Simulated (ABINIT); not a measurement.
Here is an ABINIT 10.8.3 (patched build) calculation.

File run.abi:

```
# Pseudopotentials
pp_dirpath "./"
pseudos "Sb.upf"

# Structure
acell 3*1.0 Angstrom
rprim
     2.1542000000     1.2437279499     3.7580000000
    -2.1542000000     1.2437279499     3.7580000000
     0.0000000000    -2.4874558998     3.7580000000
ntypat 1
znucl 51
natom 2
typat 1 1
xred
     0.7665100000     0.7665100000     0.7665100000
     0.2334900000     0.2334900000     0.2334900000

# Plane-wave basis
ecut 36.0

# k points
kptopt 1
ngkpt 6 6 6
nshiftk 1
shiftk 0.0 0.0 0.0

# Exchange and correlation
ixc -116133

# Bands and occupations
nband 19
occopt 3
tsmear 0.00183747

# SCF cycle
nstep 100
tolvrs 1.0e-10

# Output
iomode 3
prtwf 0
prtden 0
prteig 0
prtebands 0
prtvol 2
```

Potentials or basis: PseudoDojo NC SR PBEsol v0.4.1 standard.

Command:

```sh
$ abinit run.abi > log 2>&1
```

Task: Predict the largest force.

Result: 0.037 eV/Å.

Task: What does it give for the band gap on the k mesh?

Result: None (metal or under the smearing width).

Forces in eV/Å, atoms in the order of the input:
```
Sb   0.000  0.000 -0.037
Sb   0.000  0.000  0.037
```

The run has no spin-orbit coupling, so splittings on Sb are missing.
